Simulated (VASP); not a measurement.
Write the native input for VASP 6.6.1 that does the following.

| Item | Value |
| --- | --- |
| Task | relaxation of cell and atoms |
| Functional | PBE |
| Potentials or basis | VASP PAW PBE potentials, release 64 (Zn, O) |
| Cutoff | 600 eV |
| k mesh | 9 × 9 × 6 |
| Occupations | gaussian, width 0.02 eV |
| Spin | no spin polarisation |
| Further INCAR settings | ALGO = Normal; EDIFF = 1e-07; IBRION = 2; EDIFFG = -0.004; NSW = 80; ISIF = 3 |

The structure of ZnO lies in POSCAR:

```
ZnO
1.0
    3.2493080000      0.0000000000      0.0000000000
   -1.6246540000      2.8139832700      0.0000000000
    0.0000000000      0.0000000000      5.2057090000
Zn O
2 2
Direct
    0.3333333300      0.6666666700      0.5000000000
    0.6666666700      0.3333333300      0.0000000000
    0.6666666700      0.3333333300      0.3790100000
    0.3333333300      0.6666666700      0.8790100000
```

The input as run:

INCAR

```
PREC     = Accurate       # precision mode
ENCUT    = 600            # plane-wave cutoff, eV
EDIFF    = 1E-7           # SCF threshold, eV
ISMEAR   = 0              # smearing method
SIGMA    = 0.02           # smearing width, eV
LREAL    = False          # projectors in reciprocal space
LASPH    = True           # aspherical terms in the spheres
NELM     = 100            # most SCF steps
ALGO     = Normal         # electronic algorithm
ISIF     = 3              # what is computed and relaxed
LWAVE    = False          # write WAVECAR
LCHARG   = False          # write CHGCAR
GGA      = PE             # functional
IBRION   = 2              # ionic algorithm
NSW      = 80             # ionic steps
EDIFFG   = -0.004         # ionic threshold
```

KPOINTS

```
Automatic mesh
0
Gamma
  9 9 6
```

Potentials or basis: VASP PAW PBE potentials, release 64 (Zn, O).

Command:

```sh
$ cat potpaw_PBE.64/Zn/POTCAR potpaw_PBE.64/O/POTCAR > POTCAR
$ mpirun -np 1 vasp_std > vasp.out
```

Results of the run:

The relaxed volume is 12.40 Å³/atom and the relaxed cell is a = 3.286 Å, b = 3.286 Å, c = 5.303 Å, α = 90.00°, β = 90.00°, γ = 120.00°. The space group after relaxing (to 0.05 Å) is P6_3mc (No. 186), the energy gained by relaxing is 8.9 meV/atom and the ionic steps are 11. The pressure after relaxing is 0.0 GPa. The band gap on the k mesh is 0.72 eV, direct.

Wall time 3.6 min on 1 thread of AMD EPYC 9R45 96-Core Processor (Zen 5) (shared host), peak memory 0.19 GiB.
